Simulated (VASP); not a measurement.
## A VASP 6.6.1 single-point calculation on PbO

INCAR

```
LCHARG = .FALSE.
NELM = 120
NBANDS = 17
NSW = 0
ENCUT = 520
IBRION = -1
EDIFF = 1E-7
SIGMA = 0.3
ISMEAR = 0
PREC = Accurate
GGA = PE
LASPH = .TRUE.
LWAVE = .FALSE.
ISIF = 2
LREAL = .FALSE.
```

KPOINTS

```
KPOINTS created by Atomic Simulation Environment
0
Gamma
8 8 8
0 0 0
```

POSCAR

```
Pb O
 1.0000000000000000
    -0.0650326115000000    2.6065174968000000    2.6065174968000000
     2.6065174968000000   -0.0650326115000000    2.6065174968000000
     2.5414848853000001    2.5414848853000001    0.0000000000000000
 Pb  O
   1   1
Cartesian
  0.0000000000000000  0.0000000000000000  0.0000000000000000
  2.5414848852999996  2.5414848852999996  2.6065174967999996
```

The recommended PBE PAW datasets give the neutral cell 20 valence electrons.

Command

```
mpirun -np 1 vasp_std
```

OSZICAR

```
N       E                     dE             d eps       ncg     rms          rms(c)
DAV:   1     0.173645286924E+03    0.17365E+03   -0.10424E+04  3274   0.142E+03
DAV:   2     0.468356436035E+00   -0.17318E+03   -0.16452E+03  3503   0.356E+02
DAV:   3    -0.123221646219E+02   -0.12791E+02   -0.12708E+02  3922   0.103E+02
DAV:   4    -0.125738463473E+02   -0.25168E+00   -0.25153E+00  4120   0.152E+01
DAV:   5    -0.125814940231E+02   -0.76477E-02   -0.76471E-02  4568   0.255E+00    0.864E+00
DAV:   6    -0.106948660523E+02    0.18866E+01   -0.15332E+01  4503   0.277E+01    0.517E+00
DAV:   7    -0.103873041750E+02    0.30756E+00   -0.21161E+00  4020   0.119E+01    0.149E+00
DAV:   8    -0.104281118625E+02   -0.40808E-01   -0.48669E-01  3702   0.690E+00    0.174E+00
DAV:   9    -0.103695162420E+02    0.58596E-01   -0.93112E-02  4019   0.374E+00    0.203E-01
DAV:  10    -0.103702510675E+02   -0.73483E-03   -0.79750E-03  3832   0.680E-01    0.172E-01
DAV:  11    -0.103699148983E+02    0.33617E-03   -0.10848E-03  3689   0.242E-01    0.244E-02
DAV:  12    -0.103699063432E+02    0.85551E-05   -0.39429E-05  4663   0.612E-02    0.505E-03
DAV:  13    -0.103699071370E+02   -0.79381E-06   -0.17232E-06  3992   0.124E-02    0.323E-03
DAV:  14    -0.103699073953E+02   -0.25825E-06   -0.72123E-07  3613   0.616E-03    0.515E-04
DAV:  15    -0.103699074043E+02   -0.90226E-08   -0.39877E-08  2692   0.180E-03
   1 F= -.10369907E+02 E0= -.10368342E+02  d E =-.313176E-02
```

From OUTCAR

```
k-points           NKPTS =     95   k-points in BZ     NKDIM =     95   number of bands    NBANDS=     17

   NELECT =      20.0000    total number of electrons

   dimension x,y,z NGX =    28 NGY =   28 NGZ =   28
   dimension x,y,z NGXF=    56 NGYF=   56 NGZF=   56

  energy-cutoff  :      520.00
  volume of cell :       35.39
      direct lattice vectors                 reciprocal lattice vectors
    -0.065032612  2.606517497  2.606517497    -0.187157261  0.187157261  0.191826834
     2.606517497 -0.065032612  2.606517497     0.187157261 -0.187157261  0.191826834
     2.541484885  2.541484885  0.000000000     0.196735382  0.196735382 -0.191826834

 k-points in reciprocal lattice and weights: KPOINTS created by Atomic Simulation Env
   0.00000000  0.00000000  0.00000000       0.002
   0.12500000  0.00000000  0.00000000       0.008
   0.25000000  0.00000000  0.00000000       0.008
   0.37500000  0.00000000  0.00000000       0.008
   0.50000000  0.00000000  0.00000000       0.004
   0.12500000  0.12500000  0.00000000       0.004
   0.25000000  0.12500000  0.00000000       0.008
   0.37500000  0.12500000  0.00000000       0.008
   ...

 E-fermi :   6.8935

 k-point     1 :       0.0000    0.0000    0.0000
  band No.  band energies     occupation
      1     -11.0976      2.00000
      2      -9.8058      2.00000
      3      -9.7946      2.00000
      4      -9.7867      2.00000
      5      -9.6638      2.00000
      6      -9.6567      2.00000
      7      -0.8826      2.00000
      8       4.0646      2.00000
      9       4.1938      2.00000
     10       4.3400      2.00000
     11      14.8508      0.00000
     12      14.8810      0.00000
     13      15.1564      0.00000
     14      17.0883      0.00000
     15      17.5577      0.00000
     16      18.0520      0.00000
     17      18.5793      0.00000

 k-point     2 :       0.1250    0.0000    0.0000
  band No.  band energies     occupation
      1     -11.0125      2.00000
      2      -9.8068      2.00000
      3      -9.7873      2.00000
      4      -9.7749      2.00000
      5      -9.6673      2.00000
      6      -9.6589      2.00000
      7      -1.0889      2.00000
      8       4.2010      2.00000
      9       4.3864      2.00000
     10       4.3986      2.00000
     11      12.8121      0.00000
     12      14.2320      0.00000
     13      14.4777      0.00000
     14      16.5796      0.00000
     15      18.3039      0.00000
     16      19.0751      0.00000
     17      19.9118      0.00000

 k-point     3 :       0.2500    0.0000    0.0000
  band No.  band energies     occupation
      1     -10.7971      2.00000
      2      -9.8149      2.00000
      3      -9.7792      2.00000
      4      -9.7638      2.00000
      5      -9.6579      2.00000
      6      -9.6499      2.00000
      7      -1.5308      2.00000
      8       4.3676      2.00000
      9       4.5053      2.00000
     10       5.0539      2.00000
     11      10.2004      0.00000
     12      13.0728      0.00000
     13      13.2736      0.00000
     14      16.4368      0.00000
     15      19.2731      0.00000
     16      20.0700      0.00000
     17      21.5317      0.00000

 ...

  Total        0.5948974      0.5948974      0.5634194      0.3267790      0.0000000      0.0000000
  in kB       26.9284389     26.9284389     25.5035649     14.7918765      0.0000000      0.0000000
  external PRESSURE =      26.4534809 kB  Pullay stress =       0.0000000 kB

 POSITION                                       TOTAL-FORCE (eV/Angst)
 -----------------------------------------------------------------------------------
      0.00000      0.00000      0.00000        -0.000000      0.000000      0.000000
      2.54148      2.54148      2.60652         0.000000     -0.000000     -0.000000
 -----------------------------------------------------------------------------------
    total drift:                                0.000000      0.000000      0.000000

  FREE ENERGIE OF THE ION-ELECTRON SYSTEM (eV)
  ---------------------------------------------------
  free  energy   TOTEN  =       -10.3699074043 eV

  energy  without entropy=      -10.3667756480  energy(sigma->0) =      -10.36834153
```

It converged. Results: gap between bands v and c on the k mesh 0.44 eV; least direct gap on the k mesh 0.48 eV; pressure 2.6 GPa. Band v is the last that the valence electrons fill when counted band by band, and c is the next.

For comparison, a separate PBE run of the intended cell, on usual settings and not on those above, gives a gap of 0.44 eV on its mesh and a pressure of 2.6 GPa.

The run above took about 55 s on one core of a shared host (Intel Xeon Platinum 8488C) and held 0.2 GiB at most.
